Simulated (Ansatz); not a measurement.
# Starting-point dependence of the GW gap of BaTiO3 (Pm-3m), part 2 of 2

Aim: G0W0 for BaTiO3 (Pm-3m) on several starting functionals, at one mesh, band count and screening cutoff.

Ansatz 0.2.0; G0W0 on several functionals, plane waves, PAW. Known limits of the many-body steps: not at the basis limit; no spin-orbit coupling; coarse k mesh.

So far. Step 2 (G0W0 on LDA): The gap on the mesh goes from 1.71 eV to 3.22 eV, a correction of +1.51 eV. Between the two edge states, bare exchange in place of the xc potential would open the gap by 12.86 eV, and correlation takes back 11.35 eV.

In doubt: masses and optical values from hybrid runs of this build are listed as unsure (step 4), which bears on the screening that GW takes from such a start.

**3. G0W0 on PBE**

One-shot GW remembers its start. Another functional's orbitals and levels show by how much.

This step: G0W0 on PBE, plane waves, PAW.

Input file input.yaml:

```yaml
crystal:
  lattice:
    - [4.006, 0.0, 0.0]
    - [0.0, 4.006, 0.0]
    - [0.0, 0.0, 4.006]
  atoms:
    - { symbol: Ba, position: [0.5, 0.5, 0.5] }
    - { symbol: Ti, position: [0.0, 0.0, 0.0] }
    - { symbol: O, position: [0.5, 0.0, 0.0] }
    - { symbol: O, position: [0.0, 0.5, 0.0] }
    - { symbol: O, position: [0.0, 0.0, 0.5] }
kpoints:
  mp_grid: { grid: [4, 4, 4] }
hamiltonian:
  xc: pbe
  pseudopotentials: { kind: paw, azcp: { folder: "./paw" } }
scf:
  occupations: { method: fixed }
gw:
  n_empty_bands: 236
  ecut_chi: 138
  qp_bands: [v2, c2]
  qp_kpoints: band_edges
  screening: { model: contour_deformation }
```

Launch:

```sh
ansatz run input.yaml --threads 3 --pin off --max-ram 92160MiB --backend cuda --events-out ev --progress --plain --runs-dir out --devices 1 --max-vram 13GiB
```

Numbers of over 12 decimals in the logs are rounded to 6 here.

What it wrote:

```text
GPUs: using 1 of 1 available (devices: 1).
[...]
GPU FFT provider: cuFFT
GPU libraries: cuBLAS 13.8.2, cuFFT 12.4.0, cuSOLVER 12.3.4
Crystal: 5 atoms, lattice volume = 64.288 Å³
Basis set: ecut = 420 eV, 1237 PW (Γ)
Bands: 25, of which v1, the nominal top of the filled ones, is band 20 counted from 1 (19 counted from 0)
Symmetry: 48 space group operations
[...]
k-points: 10 of 64
[...]
GPU buffer pool allocated for 19683 grid points (all kernels)
[...]
SCF iter   1: F=—  HF=-10160.049957 eV  |F-HF|=—  |Δ(HF+E_count)|=         —  Δρ=5.09e-2  dr2=2.06e0  ethr=3.10e-3  ⟨swp⟩=4.5  Hψ=957  notcnv=0  defer=17
[...]
SCF iter   8: F=-10159.715939 eV  HF=-10159.715939 eV  |F-HF|=4.77e-8  |Δ(HF+E_count)|=   1.09e-6  Δρ=9.41e-6  dr2=7.39e-8  ethr=2.50e-10  ⟨swp⟩=6.9  Hψ=1171  notcnv=0
SCF 1 converged in 8 iterations: F = -10159.715939 eV  dr2 = 7.39e-8
[...]
NSCF: frozen V_eff on 10 k-points, pencils in batches of 32, up to order 100
[...]
NSCF: frozen V_eff on 10 k-points
G₀W₀ screening: q 1/10
[... further progress lines ...]
SCF converged after 8 iterations
Free energy (F): -10159.715939 eV
[...]
Internal energy: -10159.715939 eV  (E = F + TS)
E sigma→0 (E₀):  -10159.715939 eV
Fermi energy:    10.237247 eV
[...]
--- Band table (eV; the first three rows and the last of 10) ---
  k-point 0: bands = [... 16 lower, 9.1355, 10.1341, 10.1341, 10.1341, 12.0283, 12.0283, 12.0283, 14.1698, ... 1 higher]
  k-point 1: bands = [... 16 lower, 8.7298, 9.0479, 9.8070, 9.8070, 12.0900, 12.9724, 12.9724, 14.1722, ... 1 higher]
  k-point 2: bands = [... 16 lower, 8.4306, 8.4306, 9.5693, 9.5693, 12.1541, 13.7397, 13.7397, 14.1745, ... 1 higher]
  k-point 9: bands = [... 16 lower, 7.8966, 10.2372, 10.2372, 10.2372, 14.4133, 14.4133, 14.4133, 17.0654, ... 1 higher]
[...]
0    19     10.1341   -26.0321     4.4739   -21.2782  0.7173     9.8524     9.8541  root
     0    20     10.1341   -26.0321     4.4739   -21.2782  0.7173     9.8524     9.8541  root
     0    21     12.0283   -12.6294    -6.5678   -20.2840  0.7258    13.1443    13.1152  root
     0    22     12.0283   -12.6294    -6.5678   -20.2840  0.7258    13.1443    13.1152  root
     1    19      9.8070   -25.6946     4.4290   -20.9726  0.7146     9.5120     9.5140  root
     1    20      9.8070   -25.6946     4.4290   -20.9726  0.7146     9.5120     9.5140  root
     1    21     12.0900   -12.7517    -6.6616   -20.5201  0.7231    13.2277    13.1967  root
     1    22     12.9724   -14.1585    -6.5241   -21.7815  0.7028    14.1071    14.0712  root
[...]
9    19     10.2372   -25.8486     4.8019   -20.7734  0.7062     9.9622     9.9640  root
     9    20     10.2372   -25.8486     4.8019   -20.7734  0.7062     9.9622     9.9640  root
     9    21     14.4133   -14.7030    -7.8675   -23.7019  0.6549    15.6048    15.5446  root
     9    22     14.4133   -14.7030    -7.8675   -23.7019  0.6549    15.6048    15.5446  root
```

Run time: 21 s. Hardware: 1 × NVIDIA H100 80GB HBM3 (shared by 6 runs) with 3 threads of AMD EPYC 7R13 (Zen 3), shared host; peak memory 1.2 GiB.

This step gave:

```yaml
bands_summed: 256
rpa_eps_infinity_on_this_mesh_eigenvalues: 7.005, 7.005, 7.005
plane_waves_in_the_screening_matrix: 251
q_points_in_the_mesh: 64
g0w0_gap_on_the_mesh: 3.151 eV
k_of_the_valence_top: -0.5, -0.5, -0.5
k_of_the_conduction_bottom: 0, 0, 0
starting_gap_on_the_mesh: 1.791 eV
z_at_the_valence_top: 0.7062
z_at_the_conduction_bottom: 0.7258
least_direct_g0w0_gap_on_the_computed_points: 3.261 eV
```

Against the run with 4×4×4 mesh, 236 empty bands, screening to 138 eV on LDA, the gap moves by −0.07 eV, while the start moved by +0.09 eV.

**4. G0W0 on HSE06**

This step: G0W0 on HSE06, plane waves, PAW.

input.yaml: that of step 3 with these lines changed.

```diff
@@ -14,3 +14,3 @@
 hamiltonian:
-  xc: pbe
+  xc: hse06
   pseudopotentials: { kind: paw, azcp: { folder: "./paw" } }
```

What it wrote:

```text
GPUs: using 1 of 1 available (devices: 1).
[...]
davidson cushion auto → on  (no smearing: the cushion is to keep the highest requested band from converging to the state above it; pin scf.eigensolver.cushion to override)
[...]
GPU FFT provider: cuFFT
GPU libraries: cuBLAS 13.8.2, cuFFT 12.4.0, cuSOLVER 12.3.4
Crystal: 5 atoms, lattice volume = 64.288 Å³
Basis set: ecut = 420 eV, 1237 PW (Γ)
[...]
1    21     12.4695   -12.1209    -6.1823   -18.8681  0.7673    13.0387    13.0344  root
     1    22     13.4095   -13.3615    -6.1564   -20.1104  0.7511    14.0076    14.0021  root
[...]
9    19      9.2133   -25.9282     4.3767   -21.8877  0.7543     9.5479     9.5494  root
     9    20      9.2133   -25.9282     4.3767   -21.8877  0.7543     9.5479     9.5494  root
     9    21     15.0911   -14.1834    -7.1714   -21.8909  0.7114    15.6339    15.6272  root
     9    22     15.0911   -14.1834    -7.1714   -21.8909  0.7114    15.6339    15.6272  root
[key lines of the parts left out:]
Free energy (F): -10163.584281 eV
Fermi energy:    9.213253 eV
```

Elapsed: 37 s, on 1 × NVIDIA H100 80GB HBM3 (shared by 6 runs) with 3 threads; peak memory 1.4 GiB; 22 s of CPU time.

Numbers from this step:

| Item | Value |
| --- | --- |
| bands summed | 256 |
| RPA ε∞ on this mesh (eigenvalues) | 4.877, 4.877, 4.877 |
| plane waves in the screening matrix | 251 |
| G0W0 gap on the mesh | 3.407 eV |
| k of the valence top | -0.5, -0.5, -0.5 |
| k of the conduction bottom | 0, 0, 0 |
| starting gap on the mesh | 3.186 eV |
| least direct G0W0 gap on the computed points | 3.530 eV |

Against the run with 4×4×4 mesh, 236 empty bands, screening to 138 eV on PBE, the gap moves by +0.26 eV, while the start moved by +1.39 eV.

**5. Side by side**

All on the 4×4×4 mesh with 236 empty bands and screening to 138 eV. Times are wall times on 1 × NVIDIA H100 80GB HBM3 (shared by 6 runs) with 3 threads of AMD EPYC 7R13 (Zen 3), shared host, good to a factor of about two.

| start | starting gap (eV) | shift (eV) | G0W0 gap (eV) | RPA ε∞ (harmonic mean) | Z (valence, conduction) | time |
| --- | --- | --- | --- | --- | --- | --- |
| LDA | 1.71 | +1.51 | 3.22 | 7.28 | 0.71, 0.73 | 17 s |
| PBE | 1.79 | +1.36 | 3.15 | 7.00 | 0.71, 0.73 | 21 s |
| HSE06 | 3.19 | +0.22 | 3.41 | 4.88 | 0.75, 0.77 | 37 s |

The parts of the quasiparticle energy at the two band edges (eV; QP = start + Σx + Σc − Vxc):

| run | edge | start | Σx | Σc | Vxc | Z | QP |
| --- | --- | --- | --- | --- | --- | --- | --- |
| LDA | valence top | 9.86 | -25.75 | 4.71 | -20.89 | 0.71 | 9.70 |
| LDA | conduction bottom | 11.56 | -12.60 | -6.64 | -20.60 | 0.73 | 12.92 |
| PBE | valence top | 10.24 | -25.85 | 4.80 | -20.77 | 0.71 | 9.96 |
| PBE | conduction bottom | 12.03 | -12.63 | -6.57 | -20.28 | 0.73 | 13.12 |
| HSE06 | valence top | 9.21 | -25.93 | 4.38 | -21.89 | 0.75 | 9.55 |
| HSE06 | conduction bottom | 12.40 | -12.00 | -6.10 | -18.65 | 0.77 | 12.96 |

For a hybrid start, Vxc holds its share of exact exchange.

**6. Summary of results**

- G0W0@LDA: 3.22 eV (start 1.71 eV)
- G0W0@PBE: 3.15 eV (start 1.79 eV)
- G0W0@HSE06: 3.41 eV (start 3.19 eV)
- known limits: not at the basis limit; no spin-orbit coupling; coarse k mesh

The starting gaps span 1.48 eV and the G0W0 gaps 0.26 eV. Between LDA and HSE06, 0.19 eV of the 1.48 eV survives, 13 %. The order is not kept throughout: PBE starts 0.09 eV above LDA and ends 0.07 eV below it, so orbitals matter beside the gap. HSE06 screens less than LDA (ε∞ 4.88 against 7.28). Of the 0.19 eV by which its G0W0 gap is higher, the correlation part gives +0.88 eV, and exchange with the one-particle terms, which follow the orbitals, −0.69 eV. The smallest correction, +0.22 eV, is on HSE06, the start nearest to reproducing itself. Bands and cutoff are finite, so the gap is not at the basis limit. The miss can reach some tenths of an eV and take either sign; the mesh is an error of its own. The 4×4×4 mesh is coarse for this cell (its supercell is 16 Å along the shortest edge). The RPA ε∞ on it, from the LDA start, is 7.28; such meshes misread the long-range screening, most where the gap is narrow. This is the ideal cubic cell; many perovskites, halides above all, are cubic only on average, and local tilts or off-centring can widen the gap. The many-body steps are scalar-relativistic: spin-orbit coupling is not in them.

[Paths, hosts, dates, memory and timing lines, banners, echoed tables and standing remarks are left out of the program output.]

[Logs are printed without paths, hosts, clocks, repeated set-up lines and the standing remarks that a program may print on its own settings, such as how far it seeks lower states.]

[Runs of the session that timed out or met a known fault of the program may be left out.]

[Cells called generated may have been cut or substituted from an entry of the Crystallography Open Database or the Materials Project.]

[Hosts, paths, dates, database ids (printed as entryN), source tags and the programs' standing remarks are cut or masked in the printed files.]
